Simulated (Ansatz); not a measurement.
# As (P-1) in Ansatz: convergence with ecutrho ratio

Aim: find how far ecutrho ratio must go before the results for As settle, at PBE. This setting moves, with any that are tied to it; all else stays.

Program: Ansatz 0.2.0. These are calculated values, not measurements. Logs are shortened: lines on timing, memory, paths and dates and some standing lists are left out, and cuts for length are marked.

### 1 Starting point

The typed cell holds 1 atom: a = 2.999 Å, b = 2.598 Å, c = 2.582 Å, α = 78.73°, β = 76.84°, γ = 93.49°.

### 2 With ecutrho ratio 4

Input file input.yaml:

```yaml
crystal:
  lattice:
    - [2.9794804, -0.10061659, 0.32377096]
    - [-0.10061659, 2.58301288, 0.26188432]
    - [0.32377096, 0.26188432, 2.54855196]
  atoms:
    - { symbol: As, position: [0.5, 0.5, 0.5] }
hamiltonian:
  xc: pbe
  pseudopotentials: { kind: paw, source: jth }
kpoints:
  mp_grid: { grid: [7, 8, 8] }
scf:
  occupations: { method: fermi_dirac, width: 0.05 }
output:
  forces: true
  stress: true
  eigenvalues: true
basis:
  ecutrho_ratio: 4
```

Potentials or basis: JTH PAW.

On the command line:

```console
ansatz run input.yaml --threads 2 --pin off --max-ram 5632MiB --backend cpu --events-out ev --progress --plain --runs-dir out
```

It took 4.9 s on 2 threads of Arm Neoverse V2, shared host; peak memory 0.5 GiB.

What came out:

* Free energy: -4853.7188 eV
* Pressure: 7.6 GPa
* Band gap on the k mesh: none (metal or under the smearing width)

### 3 With ecutrho ratio 5

Changes to input.yaml since step 2:

```diff
@@ -19,2 +19,2 @@
 basis:
-  ecutrho_ratio: 4
+  ecutrho_ratio: 5
```

Potentials or basis: JTH PAW.

On the command line:

```console
ansatz run input.yaml --threads 2 --pin off --max-ram 5632MiB --backend cpu --events-out ev --progress --plain --runs-dir out
```

Wall time 4.9 s (2 threads of Arm Neoverse V2, shared host); peak memory 0.53 GiB.

Results:

```yaml
Free_energy: -4853.7188 eV
Pressure: 7.6 GPa
Band_gap_on_the_k_mesh: none (metal or under the smearing width)
```

### 4 With ecutrho ratio 6

Changes to input.yaml since step 3:

```diff
@@ -19,2 +19,2 @@
 basis:
-  ecutrho_ratio: 5
+  ecutrho_ratio: 6
```

On the command line:

```console
ansatz run input.yaml --threads 2 --pin off --max-ram 5632MiB --backend cpu --events-out ev --progress --plain --runs-dir out
```

Run time: 5 s. Hardware: 2 threads of Arm Neoverse V2, shared host; peak memory 0.54 GiB.

Results:

| Quantity | Value |
| --- | --- |
| Free energy | -4853.7188 eV |
| Pressure | 7.6 GPa |
| Band gap on the k mesh | none (metal or under the smearing width) |

### 5 With ecutrho ratio 8

Changes to input.yaml since step 4:

```diff
@@ -19,2 +19,2 @@
 basis:
-  ecutrho_ratio: 6
+  ecutrho_ratio: 8
```

On the command line:

```console
ansatz run input.yaml --threads 2 --pin off --max-ram 5632MiB --backend cpu --events-out ev --progress --plain --runs-dir out
```

Run time: 5 s. Hardware: 2 threads of Arm Neoverse V2, shared host; peak memory 0.57 GiB.

Results (log left out):

```yaml
Free_energy: -4853.7188 eV
Pressure: 7.6 GPa
Band_gap_on_the_k_mesh: none (metal or under the smearing width)
```

### 6 With ecutrho ratio 10

Changes to input.yaml since step 5:

```diff
@@ -19,2 +19,2 @@
 basis:
-  ecutrho_ratio: 8
+  ecutrho_ratio: 10
```

Potentials or basis: JTH PAW.

On the command line:

```console
ansatz run input.yaml --threads 2 --pin off --max-ram 5632MiB --backend cpu --events-out ev --progress --plain --runs-dir out
```

Run time: 5.1 s. Hardware: 2 threads of Arm Neoverse V2, shared host; peak memory 0.61 GiB.

Results (log left out):

```yaml
Free_energy: -4853.7188 eV
Pressure: 7.6 GPa
Band_gap_on_the_k_mesh: none (metal or under the smearing width)
```

### 7 With ecutrho ratio 12

Changes to input.yaml since step 6:

```diff
@@ -19,2 +19,2 @@
 basis:
-  ecutrho_ratio: 10
+  ecutrho_ratio: 12
```

Potentials or basis: JTH PAW.

On the command line:

```console
ansatz run input.yaml --threads 2 --pin off --max-ram 5632MiB --backend cpu --events-out ev --progress --plain --runs-dir out
```

The program printed:

```text
Warning: the checks of this As dataset prove no rule for summing its radial tables, as where they were carried onto another mesh than they were made on, and Gregory's rule is taken, under which a leading mesh point left out moves its sums only by what lay on the interval it spanned. That does not make them correct, and they differ from Quantum ESPRESSO's on this file; a re-export a fraction of a mesh step off can move them. hamiltonian.pseudopotentials.radial_quadrature: simpson_from_first_knot sums it by `pw.x`'s rule; on a PAW file no value gives `pw.x`'s numbers. What more to know: hamiltonian.pseudopotentials.radial_quadrature, in the input reference
Warning: RAYON_NUM_THREADS=2 ignored (pool sized by the plan → 2); use --threads N
Engine: ansatz 0.2.0, aarch64-unknown-linux-gnu
Pseudopotentials: kind: paw
Pseudopotential: As, paw, valence charge 15, recommended cutoff 1350 eV (normal), As.paw.azcp
Functional definition: PBE
  parameter kappa = 0.804
  parameter beta = 0.06672455060314922
  exchange = pbe_x(kappa = kappa, mu = beta*pi^2/3)
  correlation = pbe_c(beta = beta)
Crystal: 1 atoms, lattice volume = 19.096 Å³
Basis set: ecut = 1350 eV, 2147 PW (Γ), exchange–correlation on 128×108×108 points (8 copies of the dense FFT grid, shifted against one another)
Bands: 12, of which v1, the nominal top of the filled ones, is band 8 counted from 1 (7 counted from 0)
Symmetry: 2 space group operations
Space group: P-1 (ITA 2), of the structure as read, at distance tolerance 2.7e-5 Å
k-points: 226 of 448
Non-local potential: As, projectors of the file, l = 0: 2, l = 1: 2, l = 2: 2
PAW form: soft (Blöchl's): semilocal exchange-correlation on the pseudo side does not see the compensation charge
PAW one-centre angular grid: As, 590 points (default); XC on 64 Gauss nodes
Initial density: superposition of atomic densities (chi_scale 0.1, normalization cell)
Initial wavefunctions: pseudopotential atomic-orbital guess
Functional: x = pbe(κ = 0.804, μ = 0.2195149727645171), c = pbe(β = 0.06672455060314922)
SCF iter   1: F=—  HF=-4853.718523 eV  |F-HF|=—  |Δ(HF+E_count)|=         —  Δρ=1.48e-2  dr2=2.87e-2  ethr=3.10e-3  ⟨swp⟩=6.5  Hψ=18562  notcnv=0
preconditioner: auto → none  [metal: Δε(μ)=0.020 eV  Ē_g=15.313 eV  σ=0.050 eV  W_gap=0.10  n_scr=6 (ndim 8)  ℏωp=19.0 eV  f_vac=0.000  D(μ)=0.61/eV (n_scr^D=2)  sad-step TF]
SCF iter   2: F=—  HF=-4853.718817 eV  |F-HF|=—  |Δ(HF+E_count)|=   2.94e-4  Δρ=9.93e-3  dr2=1.34e-2  ethr=1.91e-4  ⟨swp⟩=1.4  Hψ=4633  notcnv=0  defer=4
SCF iter   3: F=—  HF=-4853.718736 eV  |F-HF|=—  |Δ(HF+E_count)|=   8.09e-5  Δρ=7.29e-4  dr2=9.19e-5  ethr=8.95e-5  ⟨swp⟩=2.5  Hψ=4023  notcnv=0  defer=4
SCF iter   4: F=—  HF=-4853.718744 eV  |F-HF|=—  |Δ(HF+E_count)|=   7.54e-6  Δρ=2.77e-4  dr2=9.42e-6  ethr=6.12e-7  ⟨swp⟩=2.6  Hψ=4211  notcnv=0  defer=6
SCF iter   5: F=—  HF=-4853.718754 eV  |F-HF|=—  |Δ(HF+E_count)|=   1.03e-5  Δρ=8.18e-5  dr2=1.39e-6  ethr=6.28e-8  ⟨swp⟩=2.0  Hψ=3206  notcnv=0  defer=6
SCF iter   6: F=-4853.718754 eV  HF=-4853.718754 eV  |F-HF|=3.03e-8  |Δ(HF+E_count)|=   4.67e-7  Δρ=1.71e-5  dr2=5.60e-8  ethr=6.67e-10  ⟨swp⟩=5.0  Hψ=11615  notcnv=0
SCF 1 converged in 6 iterations: F = -4853.718754 eV  dr2 = 5.60e-8
SCF converged after 6 iterations
Free energy (F): -4853.718754 eV
Harris-Foulkes:  -4853.718754 eV  (|F-HF|=3.03e-8)
Internal energy: -4853.713997 eV  (E = F + TS)
E sigma→0 (E₀):  -4853.716375 eV
Entropy (-TS):   -0.004757 eV (-4.757 meV/atom)
Fermi energy:    12.101666 eV
--- Per-component energies (eV) ---
  E_band       = -207.039470
  E_kinetic    = 106.859817
  E_local      = -2212.343146  (includes V_loc(G=0)·N_el)
  E_nonlocal   = 17.002857
  E_hartree    = 831.206025
  E_xc         = -58.607165
  E_vxc        = -75.787621  (∫ρ·V_xc dr)
  E_paw        = -1820.586004  (= ΣΔE_a)
  E_vpaw       = 294.812345  (= ΣTr[D̂ρ^β])
  E_aug_tail   = 0.000001  (compensation charges beyond the density's cutoff)
  E_ewald      = -1717.246383
  E_smearing   = -0.004757  (= −TS)
  E_closure    = -0.000000  (closes the sum)
  Σ components = -4853.718754   (vs F -4853.718754, Δ=0.00e0)
--- Forces (eV/Å), atoms counted from 1 ---
  atom   1  As     0.00000000     0.00000000     0.00000000
  max |Σ_I F_I| component: 0.00e0 eV/Å
--- Stress (GPa, compression-positive) ---
       -6.312849      -1.003713      -1.220265
       -1.003713      13.485149      -5.286928
       -1.220264      -5.286928      15.517137
  P = ⅓ Tr σ = 7.5631 GPa (75.631 kbar)
--- Band table (eV; the first three rows and the last of 226) ---
  k-point 0: bands = ["-23.8249", "-23.7758", "-23.6963", "-23.6893", "-23.6808", "-3.0462", "13.7653", "18.1337", "19.0381", "19.6075", "23.0107", "25.6237"]
  k-point 1: bands = ["-23.8111", "-23.7691", "-23.7026", "-23.6895", "-23.6848", "-2.6804", "13.7770", "15.8238", "18.5057", "19.6591", "24.2187", "27.3342"]
  k-point 2: bands = ["-23.7956", "-23.7371", "-23.7163", "-23.6964", "-23.6865", "-1.5964", "11.1625", "14.1862", "18.6861", "21.0016", "24.5877", "25.7603"]
  k-point 225: bands = ["-23.7963", "-23.7394", "-23.7047", "-23.7018", "-23.6887", "-0.4902", "6.1114", "16.0823", "18.0196", "25.5092", "26.8987", "27.6561"]
```

Run time: 5.2 s. Hardware: 2 threads of Arm Neoverse V2, shared host; peak memory 0.65 GiB.

What came out:

```
Free energy            : -4853.7188 eV
Pressure               : 7.6 GPa
Band gap on the k mesh : none (metal or under the smearing width)
```

### 8 Result

```tsv
ecutrho ratio	energy less the tightest run, at zero smearing (meV/atom)	SCF cycles	CPU time (s)	peak memory (GiB)
4	0.00	6	9.6	0.5
5	0.00	6	9.7	0.53
6	0.00	6	9.8	0.54
8	0.00	6	9.9	0.57
10	0.00	6	10	0.61
12	0.00	6	10	0.65
```

Against the tightest run, the energy stays within 1 meV/atom from 4 on. The tightest run that finished is the yardstick and may itself not be fully converged.
